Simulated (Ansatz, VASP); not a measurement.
# Cross-check of InAs between VASP and Ansatz, part 2 of 2

Wanted: the spread between two codes on one cell, functional and k mesh.  The cell comes out of the VASP series on this material, whose earlier steps may have relaxed, scaled or displaced it; both programs get it as it stands.

VASP 6.6.1 and Ansatz 0.2.0.

So far. Step 4 (Differences): The walks stopped with -0.02 GPa left in Ansatz and 0.03 GPa in VASP; each walk ends within a tolerance, so the volume difference is uncertain by about these residues over the bulk modulus, most in soft cells.

### Step 5. VASP: zone-centre phonons, r2SCAN

Level of this step: r2SCAN; plane waves and PAW (In_d, As) (VASP).

Second derivatives magnify differences that forces hide, and they need a tight electronic threshold.

INCAR

```
SYSTEM = InAs
PREC = Accurate
ENCUT = 400
EDIFF = 1E-08
NELM = 100
ISMEAR = 1
SIGMA = 0.2
LREAL = .FALSE.
ALGO = Normal
METAGGA = R2SCAN
LASPH = .TRUE.
NBANDS = 15
LORBIT = 11
LWAVE = .FALSE.
LCHARG = .FALSE.
KPAR = 2
IBRION = 6
NFREE = 2
POTIM = 0.015
ISIF = 2
NSW = 1
```

POSCAR

```
InAs
1.0
    0.0000000000      3.0532324213      3.0532324213
    3.0532324213      0.0000000000      3.0532324213
    3.0532324213      3.0532324213      0.0000000000
In As
1 1
Direct
    0.0000000000      0.0000000000      0.0000000000
    0.2500000000      0.2500000000      0.2500000000
```

KPOINTS

```
Automatic mesh
0
Gamma
11 11 11
0 0 0
```

Potentials, in the order of the species: In_d and As (PBE family, release 64).

The run is started by

```console
> mpirun -np 2 vasp_std
```

Numbers of over 12 decimals in the logs are rounded to 6 here.

The program printed:

```text
[banner, memory and clock lines left out]
running    2 mpi-ranks, on    1 nodes
[...]
[... a notice as in an earlier step ...]

 LDA part: xc-table for (None), standard interpolation
 POSCAR, INCAR and KPOINTS ok, starting setup
[...]
entering main loop
       N       E                     dE             d eps       ncg     rms          rms(c)
DAV:   1     0.727313161942E+02    0.72731E+02   -0.72512E+03  1688   0.108E+03
DAV:   2    -0.344548321805E+02   -0.10719E+03   -0.10284E+03  1862   0.275E+02
DAV:   3    -0.412733637568E+02   -0.68185E+01   -0.67896E+01  2128   0.759E+01
DAV:   4    -0.414529129502E+02   -0.17955E+00   -0.17950E+00  2228   0.133E+01
[...]
DAV:  16    -0.380596990556E+02    0.63254E-07   -0.74042E-08  2177   0.480E-03    0.315E-03
DAV:  17    -0.380596991329E+02   -0.77344E-07   -0.30681E-08  2121   0.164E-03    0.260E-04
DAV:  18    -0.380596991311E+02    0.18788E-08   -0.21409E-09   980   0.437E-04
   1 F= -.38059699E+02 E0= -.38059850E+02  d E =0.452254E-03
[... from here on, the cycles between the ionic steps are left out ...]
   2 F= -.38058878E+02 E0= -.38059029E+02  d E =0.454529E-03
   3 F= -.38058876E+02 E0= -.38059027E+02  d E =0.454527E-03
   4 F= -.38058876E+02 E0= -.38059028E+02  d E =0.454529E-03
   5 F= -.38058878E+02 E0= -.38059029E+02  d E =0.454531E-03
 Finite differences progress:
  Degree of freedom:   2/  2
  Displacement:        2/  2
  Total:               4/  4
```

Parts of OUTCAR (step 5):

```text
  Total        0.0167650      0.0186069      0.0186069      0.0000000      0.1109528      0.0000000
  in kB        0.4718511      0.5236908      0.5236908      0.0000000      3.1227660      0.0000000
  external PRESSURE =       0.5064109 kB  Pullay stress =       0.0000000 kB

 POSITION                                       TOTAL-FORCE (eV/Angst)
 -----------------------------------------------------------------------------------
      0.00000      0.00000      0.00000        -0.109623     -0.000000     -0.000000
      1.51162      1.52662      1.52662         0.109623      0.000000      0.000000
 -----------------------------------------------------------------------------------
    total drift:                               -0.000052      0.000011      0.000011

  FREE ENERGIE OF THE ION-ELECTRON SYSTEM (eV)
  ---------------------------------------------------
  free  energy   TOTEN  =       -38.0588777502 eV

  energy  without entropy=      -38.0593322814  energy(sigma->0) =      -38.05902926

[... 1 part as in an earlier step ...]

[... 2 further parts left out ...]
[key lines of the parts left out:]
E-fermi :   4.0366
```

Methfessel-Paxton smearing is not meant for a cell with a gap.

### Step 6. Ansatz: zone-centre phonons, r2SCAN

The same cell, functional, mesh and smearing now go to Ansatz, which takes its cutoff from its data sets.

The cell comes out of the VASP series on this material, whose earlier steps may have relaxed, scaled or displaced it; both programs get it as it stands.

input.yaml

```yaml
crystal:
  lattice:
    - [0.0, 3.0532324213, 3.0532324213]
    - [3.0532324213, 0.0, 3.0532324213]
    - [3.0532324213, 3.0532324213, 0.0]
  atoms:
    - { symbol: In, position: [0.0, 0.0, 0.0] }
    - { symbol: As, position: [0.25, 0.25, 0.25] }
hamiltonian:
  xc: r2scan
  pseudopotentials: { kind: paw }
kpoints:
  mp_grid: { grid: [11, 11, 11] }
scf:
  occupations: { method: methfessel_paxton, width: 0.2 }
phonons:
  method: dfpt
  qpoints: [[0, 0, 0]]
```

The run is started by

```console
> ansatz run input.yaml --threads 4 --pin off --max-ram 9216MiB --backend cpu --events-out ev --progress --plain --runs-dir out
```

The program printed:

```text
[...]
Crystal: 2 atoms, lattice volume = 56.926 Å³
Basis set: ecut = 500 eV, 1459 PW (Γ), exchange–correlation on 160×160×160 points (125 copies of the dense FFT grid, shifted against one another)
Bands: 18, of which v1, the nominal top of the filled ones, is band 14 counted from 1 (13 counted from 0)
Symmetry: 24 space group operations
k-points: 216 of 1331 (irreducible under 4 space group operations, time reversal used)
[...]
ASR residual per site (eV/Å²): 8.94e-5 9.69e-5
  Γ frequencies (cm⁻¹): 0.00 0.00 0.00 209.04 209.04 209.04
  non-analytic LO–TO correction: not included (Born effective charges unavailable; polar crystals: no LO–TO splitting at Γ)
--- Phonons (arbitrary-q DFPT): 1 explicit q-point ---
  q = [0, 0, 0] (of the zone-centre solve; hermiticity 2.05e-6, symmetrization 9.93e-13): -0.00 0.00 0.00 209.04 209.04 209.04
  sum rule: each row above includes the acoustic sum rule's correction from the zone centre's row sums; it moved no ω² by more than (0.59 cm⁻¹)²
[key lines of the parts left out:]
SCF converged after 8 iterations
Free energy (F): -10477.179084 eV
Fermi energy:    7.280402 eV
```

Wall time 77 s (4 threads of Arm Neoverse V1, shared host); peak memory 1.9 GiB; 5 min of CPU time.

### Step 7. Side by side

What differs besides the data sets and the points named for the pairs above, as far as they apply: VASP uses finite displacements, Ansatz perturbation theory. Total energies have different zeros and are not compared.

The two programs side by side:

```tsv
quantity	Ansatz	VASP	difference
mode 4 to 6 (cm⁻¹)	209.0	209.4	-0.19 %
```

### Step 8. Further runs

An all-electron run, which needs no data sets, serves as referee.

```tsv
run	difference in mode 4 to 6 (%)
as above	-0.19
Ansatz's all-electron LAPW method	-0.17
```

### Step 9. What came out

| Quantity | Value |
| --- | --- |
| difference in volume (relaxation of cell and atoms, r2SCAN) | 0.17 % |
| difference in mode 4 to 6 (zone-centre phonons, r2SCAN) | -0.19 % |

In words: The difference in volume is 0.17 % (relaxation of cell and atoms, r2SCAN), within the 1.2 % picked in this series as the mark of a large difference, as far as the stopping tolerances let one tell. For zone-centre phonons, r2SCAN: no further run halves the difference in mode 4 to 6; only Ansatz's side was varied. The all-electron run, which needs no data set, lies 0.17 % from VASP and 0.024 % from Ansatz's PAW result, so it sides with Ansatz. Differences of this kind measure data sets and numerical settings, not the functional's error against experiment.

[Lines on the potential files, build, host, timing and source positions are cut from VASP's logs without a mark.]

[Logs are printed without paths, hosts, clocks, repeated set-up lines and the standing remarks that a program may print on its own settings, such as how far it seeks lower states.]

[Hosts, paths, dates, database ids (printed as entryN), source tags and the programs' standing remarks are cut or masked in the printed files.]
